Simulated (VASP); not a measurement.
Wanted: the native input for a VASP 6.6.1 run.

| Quantity | Value |
| --- | --- |
| Task | relaxation of cell and atoms |
| Functional | r2SCAN |
| Potentials or basis | VASP PAW PBE potentials, release 64 (Ga_d, N) |
| Cutoff | 600 eV |
| k mesh | 12 × 12 × 5 |
| Occupations | gaussian, width 0.03 eV |
| Spin | no spin polarisation |
| Further INCAR settings | ALGO = Normal; EDIFF = 1e-07; IBRION = 2; EDIFFG = -0.005; NSW = 90; ISIF = 3 |

The structure of GaN lies in POSCAR:

```
GaN                                     
1.0
    3.1881447712      0.0000000000     -0.0000000000
   -1.5940723856      2.7610143628      0.0000000000
   -0.0000000000      0.0000000000      5.1960951368
  Ga              N             
     2     2
Direct
     0.3333333332999970    0.6666666667000030    0.9991606869549807
     0.6666666667000030    0.3333333332999970    0.4991606869549806
     0.3333333332999970    0.6666666667000030    0.3758393130450194
     0.6666666667000030    0.3333333332999970    0.8758393130450193
```

The input as run:

INCAR

```
SYSTEM = GaN
ALGO = Normal
EDIFF = 1E-7
EDIFFG = -0.005
ENCUT = 600
IBRION = 2
ISIF = 3
ISMEAR = 0
LASPH = .True.
LCHARG = .False.
LMIXTAU = .True.
LREAL = .False.
LWAVE = .False.
METAGGA = R2SCAN
NELM = 80
NSW = 90
PREC = Accurate
SIGMA = 0.03
```

KPOINTS

```
k-points
0
Gamma
  12 12 5
  0 0 0
```

Potentials or basis: VASP PAW PBE potentials, release 64 (Ga_d, N).

Command:

```bash
$ cat potpaw_PBE.64/Ga_d/POTCAR potpaw_PBE.64/N/POTCAR > POTCAR
$ mpirun -np 1 vasp_std > vasp.out
```

It gave:

| Property | Result |
| --- | --- |
| Relaxed volume | 11.44 Å³/atom |
| Relaxed cell | a = 3.189 Å, b = 3.189 Å, c = 5.195 Å, α = 90.00°, β = 90.00°, γ = 120.00° |
| Space group after relaxing (to 0.05 Å) | P6_3mc (No. 186) |
| Energy gained by relaxing | 0.0 meV/atom |
| Ionic steps | 3 |
| Pressure after relaxing | 0.0 GPa |
| Largest force after relaxing | 0.004 eV/Å |
| Band gap on the k mesh | 2.30 eV, direct |

Caveat: the PAW data sets were made with another functional, which shifts forces and pressure a little.

It took 6.5 min on 1 thread of Intel(R) Xeon(R) 6975P-C (Granite Rapids), on a shared host, peak memory 0.23 GiB.
